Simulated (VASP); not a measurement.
# Rh (Fm-3m) in VASP: a series of runs

Runs on Rh. Level: PBE. Tasks: relaxation of cell and atoms.

Everything below comes from runs of VASP 6.6.1. Logs are shortened: lines on timing, memory, paths and dates and some standing lists are left out, and cuts for length are marked.

## 1. The structure

It takes space group Fm-3m (No. 225, cubic). Conventional cell: a = 3.796 Å, b = 3.796 Å, c = 3.796 Å, α = 90.00°, β = 90.00°, γ = 90.00°. Around Rh (site symmetry m-3m) lie 12 Rh at 2.68 Å.

## 2. Relaxation of cell and atoms, PBE

File INCAR:

```
SYSTEM = Rh
ALGO = Fast
EDIFF = 1E-7
EDIFFG = -0.15
ENCUT = 520
GGA = PE
IBRION = 2
ISIF = 3
ISMEAR = 0
LASPH = .True.
LCHARG = .False.
LREAL = .False.
LWAVE = .False.
NELM = 80
NSW = 80
PREC = Accurate
SIGMA = 0.1
```

File KPOINTS:

```
k-points
0
Gamma
  18 18 18
  0 0 0
```

File POSCAR:

```
Rh
1.0
    0.0000000000      1.8978500000      1.8978500000
    1.8978500000      0.0000000000      1.8978500000
    1.8978500000      1.8978500000      0.0000000000
Rh
1
Direct
    0.0000000000      0.0000000000      0.0000000000
```

Potentials or basis: VASP PAW PBE potentials, release 64 (Rh_pv).

On the command line:

```console
> cat potpaw_PBE.64/Rh_pv/POTCAR > POTCAR
> mpirun -np 1 vasp_std > vasp.out
```

OUTCAR:

```text
SYSTEM = Rh
   EDIFF = 1E-7
   EDIFFG = -0.15
   ENCUT = 520
   GGA = PE
   IBRION = 2
   ISIF = 3
   ISMEAR = 0
   LASPH = .True.
   LREAL = .False.
   NELM = 80
   NSW = 80
   PREC = Accurate

 ion  position               nearest neighbor table
   1  0.000  0.000  0.000-

  LATTYP: Found a face centered cubic cell.
 ALAT       =     3.7957000000

  Lattice vectors:

 A1 = (   0.0000000000,   1.8978500000,   1.8978500000)
 A2 = (   1.8978500000,   0.0000000000,   1.8978500000)
 A3 = (   1.8978500000,   1.8978500000,   0.0000000000)

Analysis of symmetry for initial positions (statically):
=====================================================================
 Subroutine PRICEL returns:
 Original cell was already a primitive cell.

 Routine SETGRP: Setting up the symmetry group for a
 face centered cubic supercell.

 Subroutine GETGRP returns: Found 48 space group operations
 (whereof 48 operations were pure point group operations)
 out of a pool of 48 trial point group operations.

The static configuration has the point symmetry O_h .

Analysis of symmetry for dynamics (positions and initial velocities):
=====================================================================
 Subroutine PRICEL returns:
 Original cell was already a primitive cell.

 Routine SETGRP: Setting up the symmetry group for a
 face centered cubic supercell.

 Subroutine GETGRP returns: Found 48 space group operations
 (whereof 48 operations were pure point group operations)
 out of a pool of 48 trial point group operations.

The dynamic configuration has the point symmetry O_h .

 Subroutine INISYM returns: Found 48 space group operations
 (whereof 48 operations are pure point group operations),
 and found     1 'primitive' translations

----------------------------------------------------------------------------------------

                                     Primitive cell

  volume of cell :      13.6715

  direct lattice vectors                    reciprocal lattice vectors
     0.000000000  1.897850000  1.897850000    -0.263456016  0.263456016  0.263456016
     1.897850000  0.000000000  1.897850000     0.263456016 -0.263456016  0.263456016
     1.897850000  1.897850000  0.000000000     0.263456016  0.263456016 -0.263456016

  length of vectors
     2.683965209  2.683965209  2.683965209     0.456319205  0.456319205  0.456319205

  position of ions in fractional coordinates (direct lattice)
     0.000000000  0.000000000  0.000000000

[... 92 lines left out ...]
   IALGO  =     68    algorithm
   IMIX   =      4    mixing-type and parameters
     AMIX     =   0.40;   BMIX     =  1.00
     AMIX_MAG =   1.60;   BMIX_MAG =  1.00
  volume/ion in A,a.u.               =      13.67        92.26
  Fermi-wavevector in a.u.,A,eV,Ry     =   1.688496  3.190795 38.790465  2.851019
  Thomas-Fermi vector in A             =   2.770792
   LORBIT       =      0    0 simple, 1 ext, 2 COOP (PROOUT), +10 PAW based schemes
   GGA     = PE    functional components
   LHFCALC =     F    Hartree Fock is set to
   AEXX    =    0.0000 exact exchange contribution
   IVDW    =     0    specifies the selected vdW correction
   LEPSILON=     F    determine dielectric tensor
   LRPA    =     F    only Hartree local field effects (RPA)
 conjugate gradient relaxation of ions
 non-spin polarized calculation
 RMM-DIIS sequential band-by-band and
 Gauss-broadening in eV      SIGMA  =   0.10
  energy-cutoff  :      520.00
  volume of cell :       13.67
 maximum number of plane-waves:       380
   NGX =  9   NGY =  9   NGZ =  9

--------------------------------------- Ionic step        1  -------------------------------------------

 number of electron      15.0000007 magnetization

 Free energy of the ion-electron system (eV)
  ---------------------------------------------------
  ext. energy  EPLUGINS =         0.00000000
  ---------------------------------------------------
  free energy    TOTEN  =        -7.25293382 eV

  energy without entropy =       -7.24610580  energy(sigma->0) =       -7.24951981

------------------------ aborting loop because EDIFF is reached ----------------------------------------

  FORCE on cell =-STRESS in cart. coord.  units (eV):
  Direction    XX          YY          ZZ          XY          YZ          ZX
  --------------------------------------------------------------------------------------
  -------------------------------------------------------------------------------------
  Total        0.6392722      0.6392722      0.6392722      0.0000000     -0.0000000     -0.0000000
  in kB       74.9170635     74.9170635     74.9170635      0.0000000     -0.0000000     -0.0000000
  external PRESSURE =      74.9170635 kB  Pullay stress =       0.0000000 kB
[... 57 lines left out ...]
--------------------------------------- Ionic step        3  -------------------------------------------

 number of electron      15.0000003 magnetization

 Free energy of the ion-electron system (eV)
  ---------------------------------------------------
  ext. energy  EPLUGINS =         0.00000000
  ---------------------------------------------------
  free energy    TOTEN  =        -7.26145948 eV

  energy without entropy =       -7.25428469  energy(sigma->0) =       -7.25787208

 E-fermi :  11.5031     XC(G=0): -13.8898

 val. band max:       11.5029818594   @ k =   0.5000   0.3889   0.0556
 cond. band min:      11.5110830507   @ k =  -0.4444   0.3333   0.1667
 fundamental gap:      0.0081011912
 Fermi energy:        11.5031486238

 k-point     1 :       0.0000    0.0000    0.0000
  band No.  band energies     occupation
      1     -34.8462      2.00000
      2     -34.8462      2.00000
      3     -34.8462      2.00000
      4       3.7052      2.00000
      5       8.5244      2.00000
      6       8.5244      2.00000
      7       8.5244      2.00000
      8      10.5371      2.00000
      9      10.5371      2.00000
     10      27.5110      0.00000
     11      32.8459      0.00000
[... 309 lines left out ...]
 k-point    24 :      -0.2222    0.0556    0.0000
  band No.  band energies     occupation
      1     -35.1730      2.00000
      2     -34.9131      2.00000
      3     -34.8837      2.00000
      4       5.5135      2.00000
      5       8.1914      2.00000
      6       8.9035      2.00000
      7       8.9545      2.00000
      8      10.3557      2.00000
      9      11.0119      2.00000
     10      26.8031      0.00000
     11      29.1176      0.00000

 [... further k-points ...]
[... 5 lines left out ...]
  --------------------------------------------------------------------------------------
  -------------------------------------------------------------------------------------
  Total       -0.0133949     -0.0133949     -0.0133949      0.0000000      0.0000000      0.0000000
  in kB       -1.5267109     -1.5267109     -1.5267109      0.0000000      0.0000000      0.0000000
  external PRESSURE =      -1.5267109 kB  Pullay stress =       0.0000000 kB
[... 16 lines left out ...]
  FREE ENERGIE OF THE ION-ELECTRON SYSTEM (eV)
  ---------------------------------------------------
  free  energy   TOTEN  =        -7.2614594752 eV

  energy  without entropy=       -7.2542846929  energy(sigma->0) =       -7.25787208

 reached required accuracy - stopping structural energy minimisation
```

Wall time 33 s (1 thread of Intel Xeon 6975P-C (Granite Rapids), shared host); peak memory 0.15 GiB.

What came out:

```yaml
Free_energy: -7.2615 eV
Relaxed_volume: 14.06 Å³/atom
Relaxed_cell: a = 2.709 Å, b = 2.709 Å, c = 2.709 Å, α = 60.00°, β = 60.00°, γ = 60.00°
Space_group_after_relaxing_to_0.05_Å: Fm-3m (No. 225)
Energy_gained_by_relaxing: 8.5 meV/atom
Ionic_steps: 3
Pressure_after_relaxing: -0.2 GPa
Band_gap_on_the_k_mesh: none (metal or under the smearing width)
```

The path:
| step | energy change (eV) | largest force (eV/Å) | pressure (GPa) | volume (Å³) |
| --- | --- | --- | --- | --- |
| 1 | 0.0000 | 0.0000 | 7.49 | 13.67 |
| 2 | 0.0344 | 0.0000 | -13.86 | 14.98 |
| 3 | -0.0085 | 0.0000 | -0.15 | 14.06 |

Final structure:
```yaml
crystal:
  lattice:
    - [0.00000, 1.91552, 1.91552]
    - [1.91552, 0.00000, 1.91552]
    - [1.91552, 1.91552, 0.00000]
  atoms:
    - { symbol: Rh, position: [0.00000, 0.00000, 0.00000] }
```

Levels at points of the mesh, in eV from the Fermi level:
```tsv
k point	band 3	band 4	band 5	band 6	band 7	band 8	band 9	band 10	band 11
(0.00, 0.00, 0.00)	-46.35	-7.80	-2.98	-2.98	-2.98	-0.97	-0.97	16.01	21.34
(0.50, 0.00, 0.00)	-46.44	-5.94	-3.05	-3.05	0.54	0.54	0.76	8.41	15.50
(0.50, 0.50, 0.00)	-46.60	-6.11	-5.75	0.51	0.94	0.94	3.23	11.99	13.19
```

Caveat: the relaxation stopped at a loose force limit of 0.15 eV/Å, so its end isn't a converged minimum. Zero-point motion and thermal expansion aren't in these numbers.

## 3. Relaxation of cell and atoms, PBE

This run uses another cell than the first one, of 14.06 Å³/atom, 1.028 times its volume.

INCAR is that of step 2.

KPOINTS is that of step 2.

File POSCAR:

```
Rh                                      
1.0
    0.0000000000      1.9155234361      1.9155234361
    1.9155234361     -0.0000000000      1.9155234361
    1.9155234361      1.9155234361     -0.0000000000
  Rh            
     1
Direct
     0.0000000000000000    0.0000000000000000    0.0000000000000000
```

Potentials or basis: VASP PAW PBE potentials, release 64 (Rh_pv).

On the command line:

```console
> cat potpaw_PBE.64/Rh_pv/POTCAR > POTCAR
> mpirun -np 1 vasp_std > vasp.out
```

Run time: 12 s. Hardware: 1 thread of Intel Xeon 6975P-C (Granite Rapids), shared host; peak memory 0.14 GiB.

It converged, with:

* Free energy: -7.2617 eV
* Pressure after relaxing: -0.2 GPa
* Band gap on the k mesh: none (metal or under the smearing width)

Final structure:
```yaml
crystal:
  lattice:
    - [0.00000, 1.91552, 1.91552]
    - [1.91552, 0.00000, 1.91552]
    - [1.91552, 1.91552, 0.00000]
  atoms:
    - { symbol: Rh, position: [0.00000, 0.00000, 0.00000] }
```

Levels at points of the mesh, in eV from the Fermi level:
```tsv
k point	band 3	band 4	band 5	band 6	band 7	band 8	band 9	band 10	band 11
(0.00, 0.00, 0.00)	-46.35	-7.80	-2.98	-2.98	-2.98	-0.97	-0.97	16.01	21.34
(0.50, 0.00, 0.00)	-46.44	-5.94	-3.05	-3.05	0.54	0.54	0.76	8.41	15.50
(0.50, 0.50, 0.00)	-46.60	-6.11	-5.75	0.51	0.94	0.94	3.23	11.99	13.19
```

Caveat: the relaxation stopped at its first step, so nothing moved; the relaxation stopped at a loose force limit of 0.15 eV/Å, so its end isn't a converged minimum.
